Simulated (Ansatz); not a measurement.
The system is GaP.

```
Ga P
1.0
     0.00000    2.72525    2.72525
     2.72525    0.00000    2.72525
     2.72525    2.72525    0.00000
Ga P
1 1
Cartesian
  0.0000 0.0000 0.0000
  4.0879 4.0879 4.0879
```

| Quantity | Value |
| --- | --- |
| Program | Ansatz 0.2.0 |
| Task | relaxation of cell and atoms |
| Functional | revPBE |
| Potentials or basis | all-electron LAPW, scalar-relativistic |
| Basis error allowed | 0.001 eV/atom |
| k mesh | 8 × 8 × 8 |
| Occupations | fermi-dirac, width 0.05 eV |
| Spin | no spin polarisation |

At the start: volume 20.24 Å³/atom.

Q: Where does the relaxation end?

A: Over 5 steps the energy falls by 12.2 meV/atom and the volume is 21.26 Å³/atom (+5.1 %); space group F-43m (No. 216, to 0.05 Å).

Step by step:
```csv
step,energy change (eV),largest force (eV/Å),volume (Å³)
1,0.0000,0.0000,40.48
2,-0.0219,0.0000,41.85
3,-0.0244,0.0000,42.47
4,-0.0245,0.0000,42.53
5,-0.0245,0.0000,42.53
```

Final structure:
```
CELL_PARAMETERS angstrom
0.00000 2.77038 2.77038
2.77038 0.00000 2.77038
2.77038 2.77038 0.00000
ATOMIC_POSITIONS crystal
Ga 0.00000 0.00000 0.00000
P 0.75000 0.75000 0.75000
```
